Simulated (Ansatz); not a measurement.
## Infrared modes and screening in KNbO3 (P4mm)

Perturbation theory with PBEsol in the plane-wave code Ansatz on the PBEsol cell, ground state and force constants on a 6×6×6 mesh. Calculated for a static, non-magnetic cell.

It is tetragonal, P4mm (No. 99); conventional cell a = 3.969 Å, c = 4.067 Å, 12.82 Å³ an atom. Around K lie 12 O at 2.77–2.91 Å; around Nb lie 6 O at 1.86–2.21 Å; around O lie 2 Nb at 1.86–2.21 Å and 4 K at 2.81 Å; around O lie 2 Nb at 1.99 Å and 4 K at 2.77–2.91 Å.

```
CELL_PARAMETERS angstrom
3.96941 0.00000 0.00000
0.00000 3.96941 0.00000
0.00000 0.00000 4.06682
ATOMIC_POSITIONS crystal
K 0.00000 0.00000 0.01596
Nb 0.50000 0.50000 0.50107
O 0.50000 0.50000 0.04378
O 0.50000 0.00000 0.54060
O 0.00000 0.50000 0.54060
```

Optical modes without the longitudinal term (negative means imaginary):
```csv
ω (cm⁻¹),degeneracy,"IR intensity, summed over the level ((D/Å)²/amu)"
-120,2,146.94
177,1,1.25
180,2,4.16
260,2,1.59
266,1,0.00
296,1,25.87
492,2,46.70
586,1,33.70
```

One optical level at Γ is imaginary (120i cm⁻¹, printed negative), so this structure is unstable at this level. By the program's warning the force constants, and with them frequencies and ε⁰, aren't converged on this mesh. Of the real levels 6 are infrared active, the strongest at 492 cm⁻¹.

The electronic dielectric tensor ε∞ is 6.10 along x and y, 5.03 along z. Born charges, averaged over directions: K +1.16, Nb +8.43, O -3.38 to -2.82 e.

For comparison, on the r2SCAN cell the mean ε∞ is 5.07 with r2SCAN (ground state on 6×6×6; least gap 2.00 eV), 5.54 with PBE (ground state on 6×6×6; least gap 1.62 eV).

Spin-orbit coupling is left out.
